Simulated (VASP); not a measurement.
# AgCl (P4mm) in VASP: a series of runs, part 2 of 2

VASP 6.6.1.

**4. Single point, LDA**

INCAR reads:

```
  PREC = Accurate
  ENCUT = 520
  EDIFF = 1E-6
  ISMEAR = 0
  SIGMA = 0.03
  LREAL = False
  LASPH = True
  NELM = 100
  ALGO = Fast
  ISIF = 2
  LWAVE = False
  LCHARG = True
  LELF = True
  LVHAR = True
  NBANDS = 16
```

KPOINTS reads:

```
regular mesh
0
Gamma
  10 10 10
```

POSCAR reads:

```
AgCl
1.0
    3.4339730000      0.0000000000      0.0000000000
    0.0000000000      3.4339730000      0.0000000000
    0.0000000000      0.0000000000      3.4339730000
Ag Cl
1 1
Direct
    0.0000000000      0.0000000000      0.0000000000
    0.6456039404      0.5000000000      0.5000000000
```

Potentials or basis: VASP PAW LDA potentials, release 64 (Ag, Cl).

Started as:

```bash
cat potpaw_LDA.64/Ag/POTCAR potpaw_LDA.64/Cl/POTCAR > POTCAR
mpirun -np 1 vasp_std > vasp.out
```

OUTCAR:

```text
PREC = Accurate
   ENCUT = 520
   EDIFF = 1E-6
   ISMEAR = 0
   LREAL = False
   LASPH = True
   NELM = 100
   ISIF = 2

 ion  position               nearest neighbor table
   1  0.000  0.000  0.000-   2 2.72   2 2.72   2 2.72   2 2.72
   2  0.646  0.500  0.500-   1 2.72   1 2.72   1 2.72   1 2.72

  LATTYP: Found a simple cubic cell.
 ALAT       =     3.4339730000

  Lattice vectors:

 A1 = (   3.4339730000,   0.0000000000,   0.0000000000)
 A2 = (   0.0000000000,   3.4339730000,   0.0000000000)
 A3 = (   0.0000000000,   0.0000000000,   3.4339730000)

Analysis of symmetry for initial positions (statically):
=====================================================================
 Subroutine PRICEL returns:
 Original cell was already a primitive cell.

 Routine SETGRP: Setting up the symmetry group for a
 simple cubic supercell.

 Subroutine GETGRP returns: Found  8 space group operations
 (whereof  8 operations were pure point group operations)
 out of a pool of 48 trial point group operations.

The static configuration has the point symmetry C_4v.

Analysis of symmetry for dynamics (positions and initial velocities):
=====================================================================
 Subroutine PRICEL returns:
 Original cell was already a primitive cell.

 Routine SETGRP: Setting up the symmetry group for a
 simple cubic supercell.

 Subroutine GETGRP returns: Found  8 space group operations
 (whereof  8 operations were pure point group operations)
 out of a pool of 48 trial point group operations.

The dynamic configuration has the point symmetry C_4v.

 Subroutine INISYM returns: Found  8 space group operations
 (whereof  8 operations are pure point group operations),
 and found     1 'primitive' translations

----------------------------------------------------------------------------------------

                                     Primitive cell

  volume of cell :      40.4940

  direct lattice vectors                    reciprocal lattice vectors
     3.433973000  0.000000000  0.000000000     0.291207881  0.000000000  0.000000000
     0.000000000  3.433973000  0.000000000     0.000000000  0.291207881  0.000000000
     0.000000000  0.000000000  3.433973000     0.000000000  0.000000000  0.291207881

  length of vectors
     3.433973000  3.433973000  3.433973000     0.291207881  0.291207881  0.291207881

  position of ions in fractional coordinates (direct lattice)
     0.000000000  0.000000000  0.000000000
     0.645603940  0.500000000  0.500000000

  ion indices of the primitive-cell ions
   primitive index   ion index
                 1           1
                 2           2

----------------------------------------------------------------------------------------

 KPOINTS: regular mesh

Automatic generation of k-mesh.
 Grid dimensions read from file:
 generate k-points for:   10   10   10

 Generating k-lattice:

  Cartesian coordinates                     Fractional coordinates (reciprocal lattice)
     0.029120788  0.000000000  0.000000000     0.100000000  0.000000000  0.000000000
     0.000000000  0.029120788  0.000000000     0.000000000  0.100000000  0.000000000
     0.000000000  0.000000000  0.029120788     0.000000000  0.000000000  0.100000000

  Length of vectors
     0.029120788  0.029120788  0.029120788

  Shift w.r.t. Gamma in fractional coordinates (k-lattice)
     0.000000000  0.000000000  0.000000000

 Subroutine IBZKPT returns following result:
 ===========================================

 Found    126 irreducible k-points:

 Following reciprocal coordinates:
            Coordinates               Weight
  0.000000  0.000000  0.000000      1.000000
  0.100000  0.000000  0.000000      2.000000
  0.000000  0.100000  0.000000      4.000000
  0.200000  0.000000  0.000000      2.000000
  0.000000  0.200000  0.000000      4.000000
  0.300000  0.000000  0.000000      2.000000
[... 16 lines left out ...]
  0.500000  0.100000  0.000000      4.000000
  0.000000  0.500000  0.100000      4.000000
 [... further k-points ...]
   k-points           NKPTS =    126   k-points in BZ     NKDIM =    126   number of bands    NBANDS=     16
   number of dos      NEDOS =    301   number of ions     NIONS =      2
   total plane-waves  NPLWV =  21952
   dimension x,y,z NGX =    28 NGY =   28 NGZ =   28
   dimension x,y,z NGXF=    56 NGYF=   56 NGZF=   56
   ions per type =               1   1
   NGX,Y,Z   is equivalent  to a cutoff of  13.56, 13.56, 13.56 a.u.
   NGXF,Y,Z  is equivalent  to a cutoff of  27.11, 27.11, 27.11 a.u.
 SYSTEM =  unknown system
   PREC   = accura    normal or accurate (medium, high low for compatibility)
   ISTART =      0    job   : 0-new  1-cont  2-samecut
   ICHARG =      2    charge: 1-file 2-atom 10-const
   ISPIN  =      1    spin polarized calculation?
   LNONCOLLINEAR =      F non collinear calculations
   LSORBIT =      F    spin-orbit coupling
   LASPH  =      T    aspherical Exc in radial PAW
   ENCUT  =  520.0 eV  38.22 Ry    6.18 a.u.   6.38  6.38  6.38*2*pi/ulx,y,z
   NELM   =    100;   NELMIN=  2; NELMDL= -5     # of ELM steps
   EDIFF  = 0.1E-05   stopping-criterion for ELM
   LREAL  =      F    real-space projection
   EDIFFG = 0.1E-04   stopping-criterion for IOM
   NSW    =      0    number of steps for IOM
   IBRION =     -1    ionic relax: 0-MD 1-quasi-New 2-CG
   NFREE  =      0    steps in history (QN), initial steepest desc. (CG)
   ISIF   =      2    stress and relaxation
   ISYM   =      2    0-nonsym 1-usesym 2-fastsym
   POTIM  = 0.5000    time-step for ionic-motion
   TEBEG  =    0.0;   TEEND  =   0.0 temperature during run
   PSTRESS=    0.0 pullay stress
   NELECT =      18.0000    total number of electrons
   NUPDOWN=      -1.0000    fix difference up-down
   EMIN   =  10.00;   EMAX   =-10.00  energy-range for DOS
   EFERMI =   0.00;   METHOD = LEGACY
   ISMEAR =     0;   SIGMA  =   0.03  broadening in eV -4-tet -1-fermi 0-gaus
   EFERMI_NEDOS =   21; number of points for ismear=-14 and -15
   IALGO  =     68    algorithm
   IMIX   =      4    mixing-type and parameters
     AMIX     =   0.40;   BMIX     =  1.00
     AMIX_MAG =   1.60;   BMIX_MAG =  1.00
  volume/ion in A,a.u.               =      20.25       136.63
  Fermi-wavevector in a.u.,A,eV,Ry     =   1.249402  2.361027 21.238760  1.561005
  Thomas-Fermi vector in A             =   2.383444
   LORBIT       =      0    0 simple, 1 ext, 2 COOP (PROOUT), +10 PAW based schemes
   GGA     = CA    functional components
   LHFCALC =     F    Hartree Fock is set to
   AEXX    =    0.0000 exact exchange contribution
   IVDW    =     0    specifies the selected vdW correction
   LEPSILON=     F    determine dielectric tensor
   LRPA    =     F    only Hartree local field effects (RPA)
 non-spin polarized calculation
 RMM-DIIS sequential band-by-band and
 Gauss-broadening in eV      SIGMA  =   0.03
  energy-cutoff  :      520.00
  volume of cell :       40.49
 maximum number of plane-waves:      1108
 NGX is ok and might be reduce to    28
   NGX = 13   NGY = 13   NGZ = 13

 number of electron      18.0000001 magnetization

 Free energy of the ion-electron system (eV)
  ---------------------------------------------------
  ext. energy  EPLUGINS =         0.00000000
  ---------------------------------------------------
  free energy    TOTEN  =        -6.43198509 eV

  energy without entropy =       -6.43198509  energy(sigma->0) =       -6.43198509

 E-fermi :   4.1354     XC(G=0): -10.7730

 val. band max:        3.9729549883   @ k =   0.0000   0.5000   0.0000
 cond. band min:       4.2601712908   @ k =   0.0000   0.0000   0.0000
 fundamental gap:      0.2872163025
 Fermi energy:         4.1354198939

 k-point     1 :       0.0000    0.0000    0.0000
  band No.  band energies     occupation
      1     -10.9550      2.00000
      2       0.3889      2.00000
      3       0.8154      2.00000
      4       1.2541      2.00000
      5       1.2541      2.00000
      6       1.7661      2.00000
[... 8 lines left out ...]
     15      19.3145      0.00000
     16      19.3456      0.00000
[... 419 lines left out ...]
 k-point    24 :       0.0000    0.5000    0.1000
  band No.  band energies     occupation
      1     -10.4395      2.00000
      2      -1.5112      2.00000
      3       0.3009      2.00000
      4       1.0013      2.00000
      5       1.1299      2.00000
      6       1.7894      2.00000
[... 8 lines left out ...]
     15      18.8283      0.00000
     16      19.3038      0.00000

 [... further k-points ...]

------------------------ aborting loop because EDIFF is reached ----------------------------------------

  FORCE on cell =-STRESS in cart. coord.  units (eV):
  Direction    XX          YY          ZZ          XY          YZ          ZX
  --------------------------------------------------------------------------------------
  -------------------------------------------------------------------------------------
  Total       -1.3315040     -1.0206157     -1.0206157      0.0000000     -0.0000000      0.0000000
  in kB      -52.6820205    -40.3814786    -40.3814786      0.0000000     -0.0000000      0.0000000
  external PRESSURE =     -44.4816593 kB  Pullay stress =       0.0000000 kB

 VOLUME and BASIS-vectors are now :
 -----------------------------------------------------------------------------
  energy-cutoff  :      520.00
  volume of cell :       40.49
      direct lattice vectors                 reciprocal lattice vectors
     3.433973000  0.000000000  0.000000000     0.291207881  0.000000000  0.000000000
     0.000000000  3.433973000  0.000000000     0.000000000  0.291207881  0.000000000
     0.000000000  0.000000000  3.433973000     0.000000000  0.000000000  0.291207881

 POSITION                                       TOTAL-FORCE (eV/Angst)
 -----------------------------------------------------------------------------------
      0.00000      0.00000      0.00000        -0.077099      0.000000     -0.000000
      2.21699      1.71699      1.71699         0.077099      0.000000      0.000000
 -----------------------------------------------------------------------------------
    total drift:                                0.001875      0.000000     -0.000000

  FREE ENERGIE OF THE ION-ELECTRON SYSTEM (eV)
  ---------------------------------------------------
  free  energy   TOTEN  =        -6.4319850851 eV

  energy  without entropy=       -6.4319850851  energy(sigma->0) =       -6.43198509
```

OSZICAR:

```text
N       E                     dE             d eps       ncg     rms          rms(c)
DAV:   1     0.990067716400E+02    0.99007E+02   -0.85878E+03  4080   0.102E+03
DAV:   2    -0.318491011772E+01   -0.10219E+03   -0.93749E+02  5168   0.224E+02
DAV:   3    -0.667895995791E+01   -0.34940E+01   -0.34865E+01  4776   0.440E+01
DAV:   4    -0.670203352073E+01   -0.23074E-01   -0.23072E-01  5320   0.387E+00
DAV:   5    -0.670232511620E+01   -0.29160E-03   -0.29159E-03  4856   0.428E-01    0.660E+00
RMM:   6    -0.645358775719E+01    0.24874E+00   -0.37230E-01  4090   0.379E+00    0.471E+00
RMM:   7    -0.643663218916E+01    0.16956E-01   -0.35648E-02  4284   0.118E+00    0.220E+00
RMM:   8    -0.643209969562E+01    0.45325E-02   -0.67498E-03  4631   0.590E-01    0.338E-01
RMM:   9    -0.643198175720E+01    0.11794E-03   -0.94512E-04  4667   0.240E-01    0.643E-02
RMM:  10    -0.643198500974E+01   -0.32525E-05   -0.16225E-04  4732   0.952E-02    0.386E-02
RMM:  11    -0.643198454101E+01    0.46873E-06   -0.46563E-05  4716   0.562E-02    0.667E-03
RMM:  12    -0.643198508512E+01   -0.54411E-06   -0.84449E-06  4546   0.223E-02
   1 F= -.64319851E+01 E0= -.64319851E+01  d E =-.523212E-12
```

stdout:

```text
POSCAR found type information on POSCAR AgCl
 POSCAR found :  2 types and       2 ions
 scaLAPACK will be used
 LDA part: xc-table for (Slater(with rela. corr.)+CA(PZ))
 , standard interpolation
 POSCAR, INCAR and KPOINTS ok, starting setup
 FFT: planning ... GRIDC
 FFT: planning ... GRID_SOFT
 FFT: planning ... GRID
 WAVECAR not read
 entering main loop
```

It took 29 s on 1 thread of Intel Xeon 6975P-C (Granite Rapids), shared host; peak memory 0.2 GiB.

What came out:

```yaml
Free_energy: -6.4320 eV
Pressure: -4.4 GPa
Largest_force: 0.077 eV/Å
Band_gap_on_the_k_mesh: 0.29 eV, indirect (least direct gap 1.47 eV)
```

Forces on the atoms (eV/Å):
```
Ag  -0.077  0.000  0.000
Cl   0.077  0.000  0.000
```

Stress tensor (GPa, compression positive):
```
-5.27  0.00  0.00
 0.00 -4.04  0.00
 0.00  0.00 -4.04
```

**5. Single point, LDA**

INCAR reads:

```
SYSTEM = AgCl
PREC     = Accurate       ! precision mode
ENCUT    = 520            ! plane-wave cutoff, eV
EDIFF    = 1E-6           ! SCF threshold, eV
ISMEAR   = 0              ! smearing method
SIGMA    = 0.03           ! smearing width, eV
LREAL    = .False.        ! projectors in reciprocal space
LASPH    = .True.         ! aspherical terms in the spheres
NELM     = 60             ! most SCF steps
ALGO     = Normal         ! electronic algorithm
ISIF     = 2              ! what is computed and relaxed
LWAVE    = .False.        ! write WAVECAR
LCHARG   = .False.        ! write CHGCAR
NBANDS   = 16             ! bands
```

KPOINTS reads:

```
regular mesh
0
Gamma
  10 10 10
  0 0 0
```

Edit POSCAR of step 4 so:

```diff
@@ -9,2 +9,2 @@
     0.0000000000      0.0000000000      0.0000000000
-    0.6456039404      0.5000000000      0.5000000000
+    0.4817995075      0.5000000000      0.5000000000
```

Started as:

```bash
cat potpaw_LDA.64/Ag/POTCAR potpaw_LDA.64/Cl/POTCAR > POTCAR
mpirun -np 1 vasp_std > vasp.out
```

It took 26 s on 1 thread of Intel Xeon 6975P-C (Granite Rapids), shared host; peak memory 0.19 GiB.

It converged, with:

```
Free energy            : -6.3993 eV
Pressure               : -7.6 GPa
Largest force          : 0.025 eV/Å
Band gap on the k mesh : 0.30 eV, indirect (least direct gap 1.80 eV)
```

Forces in eV/Å, atoms in the order of the input:
```
Ag   0.025  0.000  0.000
Cl  -0.025  0.000  0.000
```

Levels at points of the mesh, in eV from the valence-band top:
```tsv
k point	band 6	band 7	band 8	band 9	band 10	band 11	band 12	band 13
(0.00, 0.00, 0.00)	-1.86	-1.50	-1.50	-1.50	0.30	9.26	9.28	13.33
(0.50, 0.00, 0.00)	-1.81	-1.48	-0.01	-0.01	4.63	5.31	9.25	9.80
(0.00, 0.50, 0.00)	-1.81	-1.48	-0.02	0.00	4.64	5.31	9.25	9.79
(0.50, 0.50, 0.00)	-2.17	-2.15	-1.55	-0.86	2.55	8.66	8.67	10.46
(0.00, 0.50, 0.50)	-2.15	-2.15	-1.55	-0.86	2.55	8.67	8.67	10.45
(0.50, 0.50, 0.50)	-1.53	-0.20	-0.20	-0.19	4.53	4.54	4.54	6.43
```

**6. Overview**

```tsv
cell	gap on the mesh (eV)	pressure (GPa)	largest force (eV/Å)
all Cl atoms moved +0.375 Å, as atom 2 towards its neighbour atom 2 (Cl) at 3.434 Å	0.28	-5.8	0.09
all Cl atoms moved +0.188 Å, as atom 2 towards its neighbour atom 2 (Cl) at 3.434 Å	0.30	-7.2	0.07
all Cl atoms moved -0.500 Å, as atom 2 towards its neighbour atom 2 (Cl) at 3.434 Å	0.29	-4.4	0.08
all Cl atoms moved +0.062 Å, as atom 2 towards its neighbour atom 2 (Cl) at 3.434 Å	0.30	-7.6	0.03
```

Alike in all rows: task single point; level LDA; potentials or basis VASP PAW LDA potentials, release 64 (Ag, Cl); no spin polarisation; k mesh 10 × 10 × 10; cutoff (eV) 520; smearing gaussian 0.03 eV.

Absolute energies hang on the potentials; compare differences alone.
